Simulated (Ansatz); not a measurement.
WC under changes of volume

One of the cells (10.542 Å³/atom); the others are scaled copies at fixed shape and fractional positions:

```
CELL_PARAMETERS angstrom
0.00000 2.19268 2.19268
2.19268 0.00000 2.19268
2.19268 2.19268 0.00000
ATOMIC_POSITIONS crystal
W 0.00000 0.00000 0.00000
C 0.50000 0.50000 0.50000
```

Measurements of this composition are mostly on another form, of space group No. 187.

```yaml
Program: Ansatz 0.2.0
Functional: PBEsol
Potentials_or_basis: Ansatz PAW
Cutoff: "420 eV (not typed: the program's choice for these potentials)"
k_mesh: 10 × 10 × 10
Occupations: fermi-dirac, width 0.05 eV
Spin: no spin polarisation
```

```csv
volume (Å³/atom),energy over the lowest point (meV/atom),pressure (GPa)
9.910,?,?
10.120,1.34,5.2
10.331,0.00,-2.9
10.542,8.78,-10.2
10.753,26.70,-16.8
10.964,52.70,-22.6
11.175,86.06,-27.9
```

Task: What does the run at 9.910 Å³/atom give?

Result: Energy over the lowest point 13.99 meV/atom; pressure 14.3 GPa.

Worked out: A Birch-Murnaghan fit of order 3 (a polynomial in V^(-2/3)) to the other rows has its minimum at 10.25 Å³/atom with B0 = V·E''(V) = 389 GPa and B' = 4.3. It gives 13.91 meV/atom at 9.910 Å³/atom, against the run's 13.99, and -dE/dV = 14.2 GPa, against 14.3.

Energies are extrapolated to zero smearing.

Caveats: the PAW data sets come from PBE, with cores solved anew for the run's functional, which leaves a small shift of forces and pressure.
